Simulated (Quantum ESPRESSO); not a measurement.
# NbP (I4_1md) in Quantum ESPRESSO: further runs

One crystal, NbP, is run at these levels: PBEsol+U; tasks: single point.

All numbers are computed with Quantum ESPRESSO 7.5; they aren't measurements. Logs are shortened: lines on timing, memory, paths and dates and some standing lists are left out, and cuts for length are marked.

## (1) Starting point

The structure is tetragonal, space group I4_1md (No. 109). The conventional cell has a = 3.350 Å, b = 3.350 Å, c = 11.480 Å, α = 90.00°, β = 90.00°, γ = 90.00°. Nb (site symmetry 2mm) has 6 P at 2.55 Å as nearest neighbours. P (site symmetry 2mm) has 6 Nb at 2.55 Å as nearest neighbours.

The cell is a database's computed one.

## (2) Single point, PBEsol+U

File pw.in:

```
&CONTROL
  calculation = 'scf'
  prefix = 'pwscf'
  outdir = './tmp'
  pseudo_dir = './pseudo'
  tprnfor = .true.
  tstress = .true.
  disk_io = 'nowf'
/
&SYSTEM
  ibrav = 0
  A = 6.20963587
  nat = 4
  ntyp = 2
  ecutwfc = 45
  ecutrho = 360
  nbnd = 29
  occupations = 'smearing'
  smearing = 'fd'
  degauss = 0.00367493
/
&ELECTRONS
  conv_thr = 8d-10
  electron_maxstep = 120
  mixing_beta = 0.3
/
ATOMIC_SPECIES
Nb    92.9064 nb_pbesol_v1.uspp.F.UPF
P     30.9738 p_pbesol_v1.5.uspp.F.UPF
CELL_PARAMETERS alat
  -0.2697297055    0.2697297055    0.9243872420
   0.2697297055   -0.2697297055    0.9243872420
   0.2697297055    0.2697297055   -0.9243872420
ATOMIC_POSITIONS alat
Nb     0.2697297055    0.0000000000    0.4619732471
Nb     0.0000000000    0.0000000000    0.9241668681
P      0.0000000000    0.2697297055    0.6151755868
P      0.0000000000    0.0000000000    0.1529819658
K_POINTS automatic
11 11 11 0 0 0
HUBBARD {ortho-atomic}
U Nb-4d 1.0
```

Potentials or basis: GBRV 1.5 PBEsol.

The run is started by

```bash
OMP_NUM_THREADS=1 mpirun -n 2 pw.x -nk 2 -in pw.in > pw.out
```

pw.out:

```text
This program is part of the open-source Quantum ESPRESSO suite
     for quantum simulation of materials; please cite
         "P. Giannozzi et al., J. Phys.:Condens. Matter 21 395502 (2009);
         "P. Giannozzi et al., J. Phys.:Condens. Matter 29 465901 (2017);
         "P. Giannozzi et al., J. Chem. Phys. 152 154105 (2020);
     in publications or presentations arising from this work. More details at

     Message from routine setup:
     using ibrav=0 with symmetry is DISCOURAGED, use correct ibrav instead

     K-points division:     npool     =       2
     Subspace diagonalization in iterative solution of the eigenvalue problem:
     a serial algorithm will be used

     G-vector sticks info
     --------------------
     sticks:   dense  smooth     PW     G-vecs:    dense   smooth      PW
     Sum        2783    1389    457                50121    17787    3339

     Using Slab Decomposition

     bravais-lattice index     =            0
     lattice parameter (alat)  =      11.7345  a.u.
     unit-cell volume          =     434.6768 (a.u.)^3
     number of atoms/cell      =            4
     number of atomic types    =            2
     number of electrons       =        36.00
     number of Kohn-Sham states=           29
     kinetic-energy cutoff     =      45.0000  Ry
     charge density cutoff     =     360.0000  Ry
     scf convergence threshold =      8.0E-10
     mixing beta               =       0.3000
     number of iterations used =            8  plain     mixing
     Exchange-correlation= SLA  PW   PSX  PSC
                           (   1   4  10   8   0   0   0)
     Hubbard projectors: ortho-atomic
     Hubbard parameters of DFT+U (Dudarev formulation) in eV:
     U(Nb-4d) =  1.0000

     Internal variables: lda_plus_u =T, lda_plus_u_kind = 0

     Internal variables: orbital_resolved =F, hub_pot_fix =F, apply_U = F

     celldm(1)=  11.734511  celldm(2)=   0.000000  celldm(3)=   0.000000
     celldm(4)=   0.000000  celldm(5)=   0.000000  celldm(6)=   0.000000

     crystal axes: (cart. coord. in units of alat)
               a(1) = (  -0.269730   0.269730   0.924387 )
               a(2) = (   0.269730  -0.269730   0.924387 )
               a(3) = (   0.269730   0.269730  -0.924387 )

     reciprocal axes: (cart. coord. in units 2 pi/alat)
               b(1) = (  0.000000  1.853708  0.540899 )
               b(2) = (  1.853708  0.000000  0.540899 )
               b(3) = (  1.853708  1.853708  0.000000 )

     PseudoPot. # 1 for Nb read from file:
     nb_pbesol_v1.uspp.F.UPF
     Pseudo is Ultrasoft + core correction, Zval = 13.0
     Generated by new atomic code, or converted to UPF format
     Using radial grid of  887 points,  6 beta functions with:
                l(1) =   0
                l(2) =   0
                l(3) =   1
                l(4) =   1
                l(5) =   2
                l(6) =   2
     Q(r) pseudized with  6 coefficients,  rinner =    1.000   1.000   1.000
                                                       1.000   1.000

     PseudoPot. # 2 for P  read from file:
     p_pbesol_v1.5.uspp.F.UPF
     Pseudo is Ultrasoft + core correction, Zval =  5.0
     Generated by new atomic code, or converted to UPF format
     Using radial grid of  903 points,  6 beta functions with:
                l(1) =   0
                l(2) =   0
                l(3) =   1
                l(4) =   1
                l(5) =   2
                l(6) =   2
     Q(r) pseudized with  8 coefficients,  rinner =    1.300   1.300   1.300
                                                       1.300   1.300

     atomic species   valence    mass     pseudopotential
     Nb               13.00    92.90640     Nb( 1.00)
     P                 5.00    30.97380     P ( 1.00)

      8 Sym. Ops. (no inversion) found ( 4 have fractional translation)

   Cartesian axes

     site n.     atom                  positions (alat units)
         1        Nb     tau(   1) = (   0.2697297   0.0000000   0.4619732  )
         2        Nb     tau(   2) = (   0.0000000   0.0000000   0.9241669  )
         3        P      tau(   3) = (   0.0000000   0.2697297   0.6151756  )
         4        P      tau(   4) = (   0.0000000   0.0000000   0.1529820  )

     number of k points=   126  Fermi-Dirac smearing, width (Ry)=  0.0037

     Number of k-points >= 100: set verbosity='high' to print them.

     Dense  grid:    50121 G-vectors     FFT dimensions: (  72,  72,  72)

     Smooth grid:    17787 G-vectors     FFT dimensions: (  60,  60,  54)

     Initial potential from superposition of free atoms

     starting charge      35.9947, renormalised to      36.0000

     STARTING HUBBARD OCCUPATIONS:

     =================== HUBBARD OCCUPATIONS ===================
     ------------------------ ATOM    1 ------------------------
     Tr[ns(  1)] =   4.00000
     eigenvalues:
       0.400  0.400  0.400  0.400  0.400
     eigenvectors (columns):
       1.000  0.000  0.000  0.000  0.000
       0.000  1.000  0.000  0.000  0.000
       0.000  0.000  1.000  0.000  0.000
       0.000  0.000  0.000  1.000  0.000
       0.000  0.000  0.000  0.000  1.000
     occupation matrix ns (before diag.):
       0.400  0.000  0.000  0.000  0.000
       0.000  0.400  0.000  0.000  0.000
       0.000  0.000  0.400  0.000  0.000
       0.000  0.000  0.000  0.400  0.000
       0.000  0.000  0.000  0.000  0.400
     ------------------------ ATOM    2 ------------------------
     Tr[ns(  2)] =   4.00000
     eigenvalues:
       0.400  0.400  0.400  0.400  0.400
     eigenvectors (columns):
       1.000  0.000  0.000  0.000  0.000
       0.000  1.000  0.000  0.000  0.000
       0.000  0.000  1.000  0.000  0.000
       0.000  0.000  0.000  1.000  0.000
       0.000  0.000  0.000  0.000  1.000
     occupation matrix ns (before diag.):
       0.400  0.000  0.000  0.000  0.000
       0.000  0.400  0.000  0.000  0.000
       0.000  0.000  0.400  0.000  0.000
       0.000  0.000  0.000  0.400  0.000
       0.000  0.000  0.000  0.000  0.400

     Number of occupied Hubbard levels =    8.0000

     Atomic wfc used for Hubbard projectors are orthogonalized

     Starting wfcs are   34 randomized atomic wfcs

     Self-consistent Calculation

     iteration #  1     ecut=    45.00 Ry     beta= 0.30
     Davidson diagonalization with overlap
     ethr =  1.00E-02,  avg # of iterations =  5.3

     =================== HUBBARD OCCUPATIONS ===================
     ------------------------ ATOM    1 ------------------------
     Tr[ns(  1)] =   3.69130
     eigenvalues:
       0.334  0.341  0.379  0.383  0.409
     eigenvectors (columns):
      -0.000 -0.000  0.262  0.000  0.965
      -1.000  0.000  0.000 -0.000 -0.000
      -0.000 -0.000 -0.000  1.000 -0.000
       0.000  0.000  0.965  0.000 -0.262
       0.000  1.000 -0.000  0.000  0.000
     occupation matrix ns (before diag.):
       0.407 -0.000 -0.000 -0.008  0.000
      -0.000  0.334 -0.000  0.000  0.000
      -0.000 -0.000  0.383  0.000  0.000
      -0.008  0.000  0.000  0.381 -0.000
       0.000  0.000  0.000 -0.000  0.341
     ------------------------ ATOM    2 ------------------------
     Tr[ns(  2)] =   3.69130
     eigenvalues:
       0.334  0.341  0.379  0.383  0.409
     eigenvectors (columns):
      -0.000 -0.000 -0.262  0.000  0.965
      -0.000 -0.000 -0.000 -1.000 -0.000
      -1.000  0.000  0.000  0.000 -0.000
       0.000  0.000  0.965 -0.000  0.262
       0.000  1.000 -0.000 -0.000  0.000
     occupation matrix ns (before diag.):
       0.407 -0.000 -0.000  0.008  0.000
      -0.000  0.383 -0.000  0.000  0.000
      -0.000 -0.000  0.334  0.000  0.000
       0.008  0.000  0.000  0.381 -0.000
       0.000  0.000  0.000 -0.000  0.341

     Number of occupied Hubbard levels =    7.3826

     total energy              =    -266.86794071 Ry
     estimated scf accuracy    <       0.60584354 Ry

     iteration #  2     ecut=    45.00 Ry     beta= 0.30
     Davidson diagonalization with overlap
     ethr =  1.68E-03,  avg # of iterations =  2.0

     total energy              =    -266.94927861 Ry
     estimated scf accuracy    <       0.03597062 Ry

     iteration #  3     ecut=    45.00 Ry     beta= 0.30
     Davidson diagonalization with overlap
     ethr =  9.99E-05,  avg # of iterations =  4.2

     total energy              =    -266.95206751 Ry
     estimated scf accuracy    <       0.01140903 Ry

     iteration #  4     ecut=    45.00 Ry     beta= 0.30
     Davidson diagonalization with overlap
     ethr =  3.17E-05,  avg # of iterations =  2.3

     total energy              =    -266.95247084 Ry
     estimated scf accuracy    <       0.00155095 Ry

     iteration #  5     ecut=    45.00 Ry     beta= 0.30
     Davidson diagonalization with overlap
     ethr =  4.31E-06,  avg # of iterations =  5.3

     total energy              =    -266.95284511 Ry
     estimated scf accuracy    <       0.00129813 Ry

     iteration #  6     ecut=    45.00 Ry     beta= 0.30
     Davidson diagonalization with overlap
     ethr =  3.61E-06,  avg # of iterations =  2.0

     total energy              =    -266.95305767 Ry
     estimated scf accuracy    <       0.00001028 Ry

     iteration #  7     ecut=    45.00 Ry     beta= 0.30
     Davidson diagonalization with overlap
     ethr =  2.86E-08,  avg # of iterations =  7.3

     total energy              =    -266.95308549 Ry
     estimated scf accuracy    <       0.00000138 Ry

     iteration #  8     ecut=    45.00 Ry     beta= 0.30
     Davidson diagonalization with overlap
     ethr =  3.83E-09,  avg # of iterations =  3.7

     total energy              =    -266.95308471 Ry
     estimated scf accuracy    <       0.00000238 Ry

     iteration #  9     ecut=    45.00 Ry     beta= 0.30
     Davidson diagonalization with overlap
     ethr =  3.83E-09,  avg # of iterations =  2.0

     total energy              =    -266.95308523 Ry
     estimated scf accuracy    <       0.00000004 Ry

     iteration # 10     ecut=    45.00 Ry     beta= 0.30
     Davidson diagonalization with overlap
     ethr =  9.85E-11,  avg # of iterations =  4.2

     total energy              =    -266.95308525 Ry
     estimated scf accuracy    <          8.8E-09 Ry

     iteration # 11     ecut=    45.00 Ry     beta= 0.30
     Davidson diagonalization with overlap
     ethr =  2.44E-11,  avg # of iterations =  2.1

     End of self-consistent calculation

     =================== HUBBARD OCCUPATIONS ===================
     ------------------------ ATOM    1 ------------------------
     Tr[ns(  1)] =   4.30363
     eigenvalues:
       0.412  0.424  0.428  0.436  0.452
     eigenvectors (columns):
       0.000 -0.026  0.000 -0.000 -1.000
       1.000 -0.000 -0.000  0.000  0.000
       0.000  0.000  0.000 -1.000  0.000
      -0.000 -1.000  0.000 -0.000  0.026
      -0.000 -0.000 -1.000 -0.000 -0.000
     occupation matrix ns (before diag.):
       0.452 -0.000 -0.000 -0.001  0.000
      -0.000  0.412 -0.000  0.000  0.000
      -0.000 -0.000  0.436  0.000  0.000
      -0.001  0.000  0.000  0.424 -0.000
       0.000  0.000  0.000 -0.000  0.428
     ------------------------ ATOM    2 ------------------------
     Tr[ns(  2)] =   4.30363
     eigenvalues:
       0.412  0.424  0.428  0.436  0.452
     eigenvectors (columns):
      -0.000  0.026 -0.000  0.000  1.000
      -0.000  0.000 -0.000  1.000 -0.000
      -1.000 -0.000  0.000 -0.000 -0.000
       0.000 -1.000 -0.000  0.000  0.026
       0.000 -0.000  1.000  0.000  0.000
     occupation matrix ns (before diag.):
       0.452 -0.000 -0.000  0.001  0.000
      -0.000  0.436 -0.000  0.000  0.000
      -0.000 -0.000  0.412  0.000  0.000
       0.001  0.000  0.000  0.424 -0.000
       0.000  0.000  0.000 -0.000  0.428

     Number of occupied Hubbard levels =    8.6073

     Number of k-points >= 100: set verbosity='high' to print the bands.

     the Fermi energy is    14.8611 ev

!    total energy              =    -266.95308525 Ry
     estimated scf accuracy    <          3.7E-10 Ry
     smearing contrib. (-TS)   =      -0.00040072 Ry
     internal energy E=F+TS    =    -266.95268453 Ry

     The total energy is F=E-TS. E is the sum of the following terms:
     one-electron contribution =     -42.44376479 Ry
     hartree contribution      =      39.24237649 Ry
     xc contribution           =     -48.59108507 Ry
     ewald contribution        =    -215.34026747 Ry
     Hubbard energy            =       0.18005631 Ry

     convergence has been achieved in  11 iterations

     Forces acting on atoms (cartesian axes, Ry/au):

     atom    1 type  1   force =    -0.00000000   -0.00000000    0.00067260
     atom    2 type  1   force =    -0.00000000   -0.00000000    0.00067260
     atom    3 type  2   force =     0.00000000   -0.00000000   -0.00067260
     atom    4 type  2   force =     0.00000000    0.00000000   -0.00067260

     Total force =     0.001345     Total SCF correction =     0.000002

     Computing stress (Cartesian axis) and pressure

          total   stress  (Ry/bohr**3)                   (kbar)     P=      -63.14
  -0.00042534  -0.00000000   0.00000000          -62.57       -0.00        0.00
   0.00000000  -0.00042534   0.00000000            0.00      -62.57        0.00
   0.00000000   0.00000000  -0.00043697            0.00        0.00      -64.28

=------------------------------------------------------------------------------=
   JOB DONE.
=------------------------------------------------------------------------------=
```

Run time: 3.5 min. Hardware: 2 MPI ranks of Arm Neoverse V2, shared host; peak memory 0.48 GiB.

What came out:

* Free energy: -3632.0818 eV
* Pressure: -6.3 GPa
* Largest force: 0.017 eV/Å
* Band gap on the k mesh: none (metal or under the smearing width)

Forces in eV/Å, atoms in the order of the input:
```
Nb   0.000  0.000  0.017
Nb   0.000  0.000  0.017
P    0.000  0.000 -0.017
P    0.000  0.000 -0.017
```

Levels at points of the mesh, in eV from the Fermi level:
```
           k point  band 16  band 17  band 18  band 19  band 20  band 21
(0.00, 0.00, 0.00)    -1.73    -1.36    -1.36     0.84     1.60     2.61
```

Eigenvalues of the final occupation matrices:
```csv
site,spin,trace,eigenvalues
Nb 1 4d,each,2.15,0.41 0.42 0.43 0.44 0.45
Nb 2 4d,each,2.15,0.41 0.42 0.43 0.44 0.45
```

Caveat: U without spin polarisation on a metal has little footing; the U is typed as a test and isn't derived for this compound.

(Part 1 of 2 ends here.)
